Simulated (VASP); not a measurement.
Input:

```
CELL_PARAMETERS angstrom
      4.29000     0.00000     0.00000
      0.00000     4.29000     0.00000
      0.00000     0.00000     4.29000
ATOMIC_POSITIONS crystal
  Cs 0.00000 0.00000 0.00000
  Br 0.50000 0.50000 0.50000
```

Level of theory: eigenvalue-self-consistent GW0 on PBE orbitals, VASP's PBE PAW potentials (set 64) (plane waves; VASP). Run with PREC = Normal, 500 eV cut-off, 4×4×4 Γ-centred mesh, Gaussian smearing of 0.010 eV, potentials Cs_sv_GW Br_GW.

The mesh is coarse and the basis finite, so the quasiparticle values are not converged.

NBANDS = 160, ENCUTGW = 200 eV, NOMEGA = 64, 4 updates of the levels in G. The PBE levels (eV) are:

| state | KS energy | filling |
|---|---|---|
| k1 (0.00, 0.00, 0.00), band 5 | -5.88 | 2 |
| k1 (0.00, 0.00, 0.00), band 6 | 0.48 | 2 |
| k1 (0.00, 0.00, 0.00), band 7 | 0.48 | 2 |
| k1 (0.00, 0.00, 0.00), band 8 | 0.48 | 2 |
| k1 (0.00, 0.00, 0.00), band 9 | 4.99 | 0 |
| k1 (0.00, 0.00, 0.00), band 10 | 5.41 | 0 |
| k1 (0.00, 0.00, 0.00), band 11 | 5.41 | 0 |
| k1 (0.00, 0.00, 0.00), band 12 | 9.61 | 0 |
| k5 (0.50, 0.25, 0.00), band 5 | -5.74 | 2 |
| k5 (0.50, 0.25, 0.00), band 6 | -0.45 | 2 |
| k5 (0.50, 0.25, 0.00), band 7 | 0.07 | 2 |
| k5 (0.50, 0.25, 0.00), band 8 | 0.37 | 2 |
| k5 (0.50, 0.25, 0.00), band 9 | 6.34 | 0 |
| k5 (0.50, 0.25, 0.00), band 10 | 6.78 | 0 |
| k5 (0.50, 0.25, 0.00), band 11 | 8.38 | 0 |
| k5 (0.50, 0.25, 0.00), band 12 | 8.41 | 0 |
| k6 (0.50, 0.50, 0.00), band 5 | -5.71 | 2 |
| k6 (0.50, 0.50, 0.00), band 6 | -0.09 | 2 |
| k6 (0.50, 0.50, 0.00), band 7 | -0.09 | 2 |
| k6 (0.50, 0.50, 0.00), band 8 | 0.48 | 2 |
| k6 (0.50, 0.50, 0.00), band 9 | 5.76 | 0 |
| k6 (0.50, 0.50, 0.00), band 10 | 5.99 | 0 |
| k6 (0.50, 0.50, 0.00), band 11 | 7.72 | 0 |
| k6 (0.50, 0.50, 0.00), band 12 | 7.72 | 0 |

Task: Give the quasiparticle energies and renormalisation factors Z.

Result: 
```
state                           QP energy (eV)     Z
------------------------------  --------------  ----
k1 (0.00, 0.00, 0.00), band 5            -8.15  0.80
k1 (0.00, 0.00, 0.00), band 6            -1.41  0.79
k1 (0.00, 0.00, 0.00), band 7            -1.41  0.79
k1 (0.00, 0.00, 0.00), band 8            -1.41  0.79
k1 (0.00, 0.00, 0.00), band 9             5.73  0.85
k1 (0.00, 0.00, 0.00), band 10            6.22  0.84
k1 (0.00, 0.00, 0.00), band 11            6.22  0.84
k1 (0.00, 0.00, 0.00), band 12           11.08  0.82
k5 (0.50, 0.25, 0.00), band 5            -7.99  0.81
k5 (0.50, 0.25, 0.00), band 6            -2.46  0.79
k5 (0.50, 0.25, 0.00), band 7            -1.89  0.79
k5 (0.50, 0.25, 0.00), band 8            -1.54  0.79
k5 (0.50, 0.25, 0.00), band 9             7.26  0.84
k5 (0.50, 0.25, 0.00), band 10            7.72  0.84
k5 (0.50, 0.25, 0.00), band 11            9.48  0.82
k5 (0.50, 0.25, 0.00), band 12            9.63  0.83
k6 (0.50, 0.50, 0.00), band 5            -7.95  0.81
k6 (0.50, 0.50, 0.00), band 6            -2.06  0.79
k6 (0.50, 0.50, 0.00), band 7            -2.06  0.79
k6 (0.50, 0.50, 0.00), band 8            -1.43  0.79
k6 (0.50, 0.50, 0.00), band 9             6.59  0.84
k6 (0.50, 0.50, 0.00), band 10            6.88  0.84
k6 (0.50, 0.50, 0.00), band 11            8.86  0.83
k6 (0.50, 0.50, 0.00), band 12            8.86  0.83
```
On the mesh the gap opens from 4.51 to 7.14 eV.

The compound is CsBr in the CsCl type structure. The cell was not relaxed at this level.
